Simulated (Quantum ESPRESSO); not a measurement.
# CuO (Tenorite) (C2/c) in Quantum ESPRESSO: further runs

One crystal, CuO (Tenorite), is run at these levels: LDA; tasks: single point, equation of state.

Program: Quantum ESPRESSO 7.5. These are calculated values, not measurements. Logs are shortened: lines on timing, memory, paths and dates and some standing lists are left out, and cuts for length are marked.

### Step 1. The structure

It takes space group C2/c (No. 15, monoclinic). Conventional cell: a = 4.684 Å, b = 3.423 Å, c = 5.129 Å, α = 90.00°, β = 99.54°, γ = 90.00°. Cu (site symmetry -1) has 4 O at 1.95 to 1.96 Å as nearest neighbours. O (site symmetry 2) has 4 Cu at 1.95 to 1.96 Å as nearest neighbours.

### Step 2. Single point, LDA, 9.53 Å³/atom

File pw.in:

```
&CONTROL
  calculation = 'scf'
  prefix = 'pwscf'
  outdir = './tmp'
  pseudo_dir = './pseudo'
  tstress = .true.
  disk_io = 'nowf'
/
&SYSTEM
  ibrav = 0
  nat = 4
  ntyp = 2
  ecutwfc = 56
  ecutrho = 448
  nbnd = 34
  occupations = 'smearing'
  smearing = 'fd'
  degauss = 0.00367493
/
&ELECTRONS
  conv_thr = 8d-10
  electron_maxstep = 120
  mixing_beta = 0.5
/
ATOMIC_SPECIES
Cu    63.5460 cu_lda_v1.2.uspp.F.UPF
O     15.9990 o_lda_v1.2.uspp.F.UPF
CELL_PARAMETERS angstrom
   2.2940437287   -1.6763657078    0.0000000000
   2.2940437287    1.6763657078    0.0000000000
  -0.8326750593    0.0000000000    4.9546185987
ATOMIC_POSITIONS crystal
Cu     0.5000000000    0.0000000000    0.5000000000
Cu     0.0000000000    0.5000000000    0.0000000000
O      0.4184000000    0.5816000000    0.7500000000
O      0.5816000000    0.4184000000    0.2500000000
K_POINTS automatic
10 10 5 0 0 0
```

Potentials or basis: GBRV 1.5 LDA.

The run is started by

```
$ OMP_NUM_THREADS=1 mpirun -n 2 pw.x -nk 2 -in pw.in > pw.out
```

pw.out:

```text
This program is part of the open-source Quantum ESPRESSO suite
     for quantum simulation of materials; please cite
[... 13 lines left out ...]
     --------------------
     sticks:   dense  smooth     PW     G-vecs:    dense   smooth      PW
     Sum         989     483    155                41153    14551    2597

     Using Slab Decomposition

     bravais-lattice index     =            0
     lattice parameter (alat)  =       5.3692  a.u.
     unit-cell volume          =     257.1623 (a.u.)^3
     number of atoms/cell      =            4
     number of atomic types    =            2
     number of electrons       =        50.00
     number of Kohn-Sham states=           34
     kinetic-energy cutoff     =      56.0000  Ry
     charge density cutoff     =     448.0000  Ry
     scf convergence threshold =      8.0E-10
     mixing beta               =       0.5000
     number of iterations used =            8  plain     mixing
     Exchange-correlation= SLA  PZ   NOGX NOGC
                           (   1   1   0   0   0   0   0)

     celldm(1)=   5.369230  celldm(2)=   0.000000  celldm(3)=   0.000000
     celldm(4)=   0.000000  celldm(5)=   0.000000  celldm(6)=   0.000000

     crystal axes: (cart. coord. in units of alat)
               a(1) = (   0.807400  -0.590005   0.000000 )
               a(2) = (   0.807400   0.590005   0.000000 )
               a(3) = (  -0.293064   0.000000   1.743802 )

     reciprocal axes: (cart. coord. in units 2 pi/alat)
               b(1) = (  0.619272 -0.847451  0.104075 )
               b(2) = (  0.619272  0.847451  0.104075 )
               b(3) = ( -0.000000  0.000000  0.573460 )

     PseudoPot. # 1 for Cu read from file:
     cu_lda_v1.2.uspp.F.UPF
     Pseudo is Ultrasoft + core correction, Zval = 19.0
     Generated by new atomic code, or converted to UPF format
     Using radial grid of  867 points,  6 beta functions with:
                l(1) =   0
                l(2) =   0
                l(3) =   1
                l(4) =   1
                l(5) =   2
                l(6) =   2
     Q(r) pseudized with  8 coefficients,  rinner =    1.150   1.150   1.150
                                                       1.150   1.150

     PseudoPot. # 2 for O  read from file:
     o_lda_v1.2.uspp.F.UPF
     Pseudo is Ultrasoft + core correction, Zval =  6.0
     Generated by new atomic code, or converted to UPF format
     Using radial grid of  737 points,  5 beta functions with:
                l(1) =   0
                l(2) =   0
                l(3) =   1
                l(4) =   1
                l(5) =   2
     Q(r) pseudized with  8 coefficients,  rinner =    0.900   0.900   0.900
                                                       0.900   0.900

     atomic species   valence    mass     pseudopotential
     Cu               19.00    63.54600     Cu( 1.00)
     O                 6.00    15.99900     O ( 1.00)

      4 Sym. Ops., with inversion, found ( 2 have fractional translation)

   Cartesian axes

     site n.     atom                  positions (alat units)
         1        Cu     tau(   1) = (   0.2571678  -0.2950025   0.8719008  )
         2        Cu     tau(   2) = (   0.4036998   0.2950025   0.0000000  )
         3        O      tau(   3) = (   0.5876017   0.0962888   1.3078513  )
         4        O      tau(   4) = (   0.7341337  -0.0962888   0.4359504  )

     number of k points=   141  Fermi-Dirac smearing, width (Ry)=  0.0037

     Number of k-points >= 100: set verbosity='high' to print them.

     Dense  grid:    41153 G-vectors     FFT dimensions: (  40,  40,  64)

     Smooth grid:    14551 G-vectors     FFT dimensions: (  25,  25,  48)

     Check: negative core charge=   -0.000002

     Initial potential from superposition of free atoms

     starting charge      48.0000, renormalised to      50.0000
     Starting wfcs are   34 randomized atomic wfcs

     Self-consistent Calculation

     iteration #  1     ecut=    56.00 Ry     beta= 0.50
     Davidson diagonalization with overlap
     ethr =  1.00E-02,  avg # of iterations =  4.4

     total energy              =    -869.11639100 Ry
     estimated scf accuracy    <       4.61408216 Ry

     iteration #  2     ecut=    56.00 Ry     beta= 0.50
     Davidson diagonalization with overlap
     ethr =  9.23E-03,  avg # of iterations =  3.0

     total energy              =    -870.63761403 Ry
     estimated scf accuracy    <       8.25868203 Ry

     iteration #  3     ecut=    56.00 Ry     beta= 0.50
     Davidson diagonalization with overlap
     ethr =  9.23E-03,  avg # of iterations =  2.0

     total energy              =    -871.52360104 Ry
     estimated scf accuracy    <       0.22510029 Ry

     iteration #  4     ecut=    56.00 Ry     beta= 0.50
     Davidson diagonalization with overlap
     ethr =  4.50E-04,  avg # of iterations =  2.2

     total energy              =    -871.54525846 Ry
     estimated scf accuracy    <       0.02098855 Ry

     iteration #  5     ecut=    56.00 Ry     beta= 0.50
     Davidson diagonalization with overlap
     ethr =  4.20E-05,  avg # of iterations =  3.7

     total energy              =    -871.55042462 Ry
     estimated scf accuracy    <       0.00799850 Ry

     iteration #  6     ecut=    56.00 Ry     beta= 0.50
     Davidson diagonalization with overlap
     ethr =  1.60E-05,  avg # of iterations =  1.4

     total energy              =    -871.55117147 Ry
     estimated scf accuracy    <       0.00034725 Ry

     iteration #  7     ecut=    56.00 Ry     beta= 0.50
     Davidson diagonalization with overlap
     ethr =  6.95E-07,  avg # of iterations =  3.2

     total energy              =    -871.55119603 Ry
     estimated scf accuracy    <       0.00005884 Ry

     iteration #  8     ecut=    56.00 Ry     beta= 0.50
     Davidson diagonalization with overlap
     ethr =  1.18E-07,  avg # of iterations =  2.0

     total energy              =    -871.55121161 Ry
     estimated scf accuracy    <       0.00002474 Ry

     iteration #  9     ecut=    56.00 Ry     beta= 0.50
     Davidson diagonalization with overlap
     ethr =  4.95E-08,  avg # of iterations =  1.0

     total energy              =    -871.55121514 Ry
     estimated scf accuracy    <       0.00000012 Ry

     iteration # 10     ecut=    56.00 Ry     beta= 0.50
     Davidson diagonalization with overlap
     ethr =  2.35E-10,  avg # of iterations =  3.8

     total energy              =    -871.55121525 Ry
     estimated scf accuracy    <       0.00000003 Ry

     iteration # 11     ecut=    56.00 Ry     beta= 0.50
     Davidson diagonalization with overlap
     ethr =  6.65E-11,  avg # of iterations =  1.0

     total energy              =    -871.55121524 Ry
     estimated scf accuracy    <       0.00000001 Ry

     iteration # 12     ecut=    56.00 Ry     beta= 0.50
     Davidson diagonalization with overlap
     ethr =  2.67E-11,  avg # of iterations =  1.2

     End of self-consistent calculation

     Number of k-points >= 100: set verbosity='high' to print the bands.

     the Fermi energy is    12.6942 ev

!    total energy              =    -871.55121525 Ry
     estimated scf accuracy    <          4.5E-10 Ry
     smearing contrib. (-TS)   =      -0.00134194 Ry
     internal energy E=F+TS    =    -871.54987330 Ry

     The total energy is F=E-TS. E is the sum of the following terms:
     one-electron contribution =    -602.87808521 Ry
     hartree contribution      =     329.66752187 Ry
     xc contribution           =     -90.80972314 Ry
     ewald contribution        =    -507.52958682 Ry

     convergence has been achieved in  12 iterations

     Computing stress (Cartesian axis) and pressure

          total   stress  (Ry/bohr**3)                   (kbar)     P=       33.76
   0.00020599  -0.00000000  -0.00011213           30.30       -0.00      -16.50
  -0.00000000   0.00028484  -0.00000000           -0.00       41.90       -0.00
  -0.00011213  -0.00000000   0.00019761          -16.50       -0.00       29.07

=------------------------------------------------------------------------------=
   JOB DONE.
=------------------------------------------------------------------------------=
```

Run time: 2.3 min. Hardware: 2 MPI ranks of Intel Xeon at 2.50GHz (Skylake/Cascade Lake), shared host; peak memory 0.44 GiB.

What came out:

```yaml
Free_energy: -11858.0584 eV
Pressure: 3.4 GPa
Band_gap_on_the_k_mesh: none (metal or under the smearing width)
```

Caveat: the run has no spin polarisation, though such a crystal can be magnetic; semilocal functionals often make such compounds metallic where correlation or magnetic order opens a gap, which also shifts bond lengths.

### Step 3. Single point, LDA, 9.73 Å³/atom

Edit pw.in of step 2 so:

```diff
@@ -28,5 +28,5 @@
 CELL_PARAMETERS angstrom
-   2.2940437287   -1.6763657078    0.0000000000
-   2.2940437287    1.6763657078    0.0000000000
-  -0.8326750593    0.0000000000    4.9546185987
+   2.3101994985   -1.6881714891    0.0000000000
+   2.3101994985    1.6881714891    0.0000000000
+  -0.8385391614    0.0000000000    4.9895114286
 ATOMIC_POSITIONS crystal
```

Potentials or basis: GBRV 1.5 LDA.

The run is started by

```
$ OMP_NUM_THREADS=1 mpirun -n 2 pw.x -nk 2 -in pw.in > pw.out
```

Run time: 2.3 min. Hardware: 2 MPI ranks of Intel Xeon at 2.50GHz (Skylake/Cascade Lake), shared host; peak memory 0.46 GiB.

Results (log left out):

```yaml
Free_energy: -11858.0662 eV
Pressure: -1.2 GPa
Band_gap_on_the_k_mesh: none (metal or under the smearing width)
```

Caveat: the run has no spin polarisation, though such a crystal can be magnetic; semilocal functionals often make such compounds metallic where correlation or magnetic order opens a gap, which also shifts bond lengths.

### Step 4. Single point, LDA, 9.93 Å³/atom

Edit pw.in of step 3 so:

```diff
@@ -28,5 +28,5 @@
 CELL_PARAMETERS angstrom
-   2.3101994985   -1.6881714891    0.0000000000
-   2.3101994985    1.6881714891    0.0000000000
-  -0.8385391614    0.0000000000    4.9895114286
+   2.3261324123   -1.6998144190    0.0000000000
+   2.3261324123    1.6998144190    0.0000000000
+  -0.8443223728    0.0000000000    5.0239229397
 ATOMIC_POSITIONS crystal
```

The run is started by

```
$ OMP_NUM_THREADS=1 mpirun -n 2 pw.x -nk 2 -in pw.in > pw.out
```

Run time: 2.4 min. Hardware: 2 MPI ranks of Intel Xeon at 2.50GHz (Skylake/Cascade Lake), shared host; peak memory 0.46 GiB.

It converged, with:

```
Free energy            : -11858.0524 eV
Pressure               : -5.2 GPa
Band gap on the k mesh : none (metal or under the smearing width)
```

Caveat: the run has no spin polarisation, though such a crystal can be magnetic; semilocal functionals often make such compounds metallic where correlation or magnetic order opens a gap, which also shifts bond lengths.

### Step 5. Single point, LDA, 10.13 Å³/atom

Edit pw.in of step 4 so:

```diff
@@ -28,5 +28,5 @@
 CELL_PARAMETERS angstrom
-   2.3261324123   -1.6998144190    0.0000000000
-   2.3261324123    1.6998144190    0.0000000000
-  -0.8443223728    0.0000000000    5.0239229397
+   2.3418500000   -1.7113000000    0.0000000000
+   2.3418500000    1.7113000000    0.0000000000
+  -0.8500274268    0.0000000000    5.0578693947
 ATOMIC_POSITIONS crystal
```

The run is started by

```
$ OMP_NUM_THREADS=1 mpirun -n 2 pw.x -nk 2 -in pw.in > pw.out
```

It took 3.3 min on 2 MPI ranks of Intel Xeon at 2.50GHz (Skylake/Cascade Lake), shared host; peak memory 0.46 GiB.

The run converged. Its results:

| Property | Result |
| --- | --- |
| Free energy | -11858.0196 eV |
| Pressure | -8.8 GPa |
| Band gap on the k mesh | none (metal or under the smearing width) |

Caveat: the run has no spin polarisation, though such a crystal can be magnetic; semilocal functionals often make such compounds metallic where correlation or magnetic order opens a gap, which also shifts bond lengths.

### Step 6. Single point, LDA, 10.34 Å³/atom

Edit pw.in of step 5 so:

```diff
@@ -28,5 +28,5 @@
 CELL_PARAMETERS angstrom
-   2.3418500000   -1.7113000000    0.0000000000
-   2.3418500000    1.7113000000    0.0000000000
-  -0.8500274268    0.0000000000    5.0578693947
+   2.3573593924   -1.7226334429    0.0000000000
+   2.3573593924    1.7226334429    0.0000000000
+  -0.8556569116    0.0000000000    5.0913661947
 ATOMIC_POSITIONS crystal
```

Potentials or basis: GBRV 1.5 LDA.

The run is started by

```
$ OMP_NUM_THREADS=1 mpirun -n 2 pw.x -nk 2 -in pw.in > pw.out
```

Run time: 3.2 min. Hardware: 2 MPI ranks of Intel Xeon at 2.50GHz (Skylake/Cascade Lake), shared host; peak memory 0.48 GiB.

It converged, with:

- Free energy: -11857.9697 eV
- Pressure: -12.0 GPa
- Band gap on the k mesh: none (metal or under the smearing width)

Caveat: the run has no spin polarisation, though such a crystal can be magnetic; semilocal functionals often make such compounds metallic where correlation or magnetic order opens a gap, which also shifts bond lengths.

### Step 7. Single point, LDA, 10.54 Å³/atom

Edit pw.in of step 6 so:

```diff
@@ -28,5 +28,5 @@
 CELL_PARAMETERS angstrom
-   2.3573593924   -1.7226334429    0.0000000000
-   2.3573593924    1.7226334429    0.0000000000
-  -0.8556569116    0.0000000000    5.0913661947
+   2.3726673498   -1.7338196878    0.0000000000
+   2.3726673498    1.7338196878    0.0000000000
+  -0.8612132810    0.0000000000    5.1244279405
 ATOMIC_POSITIONS crystal
```

The run is started by

```
$ OMP_NUM_THREADS=1 mpirun -n 2 pw.x -nk 2 -in pw.in > pw.out
```

It took 3.1 min on 2 MPI ranks of Intel Xeon at 2.50GHz (Skylake/Cascade Lake), shared host; peak memory 0.48 GiB.

The run converged. Its results:

| Property | Result |
| --- | --- |
| Free energy | -11857.9047 eV |
| Pressure | -14.7 GPa |
| Band gap on the k mesh | none (metal or under the smearing width) |

Caveat: the run has no spin polarisation, though such a crystal can be magnetic; semilocal functionals often make such compounds metallic where correlation or magnetic order opens a gap, which also shifts bond lengths.

### Step 8. Single point, LDA, 10.74 Å³/atom

Edit pw.in of step 7 so:

```diff
@@ -28,5 +28,5 @@
 CELL_PARAMETERS angstrom
-   2.3726673498   -1.7338196878    0.0000000000
-   2.3726673498    1.7338196878    0.0000000000
-  -0.8612132810    0.0000000000    5.1244279405
+   2.3877802882   -1.7448634230    0.0000000000
+   2.3877802882    1.7448634230    0.0000000000
+  -0.8666988638    0.0000000000    5.1570684890
 ATOMIC_POSITIONS crystal
```

The run is started by

```
$ OMP_NUM_THREADS=1 mpirun -n 2 pw.x -nk 2 -in pw.in > pw.out
```

Wall time 3.4 min (2 MPI ranks of Intel Xeon at 2.50GHz (Skylake/Cascade Lake), shared host); peak memory 0.42 GiB.

It converged, with:

```yaml
Free_energy: -11857.8263 eV
Pressure: -17.2 GPa
Band_gap_on_the_k_mesh: none (metal or under the smearing width)
```

Caveat: the run has no spin polarisation, though such a crystal can be magnetic; semilocal functionals often make such compounds metallic where correlation or magnetic order opens a gap, which also shifts bond lengths.

### Step 9. Equation of state, LDA

Potentials or basis: GBRV 1.5 LDA.

No new run: the results of the series are fitted here.

What came out:

| Item | Value |
| --- | --- |
| Equilibrium volume | 9.70 Å³/atom |
| Bulk modulus at fixed shape and positions | 207 GPa |
| Pressure derivative of the bulk modulus | 4.7 |

Energy against volume, from the lowest point:
```tsv
volume (Å³/atom)	energy (meV/atom)
9.527	1.95
9.730	0.00
9.932	3.43
10.135	11.65
10.338	24.13
10.540	40.37
10.743	59.96
```

Caveat: the cell was scaled at fixed shape and fractional positions, which overstates the stiffness of a crystal with free parameters, most of all of layers and chains; the run has no spin polarisation, though such a crystal can be magnetic.
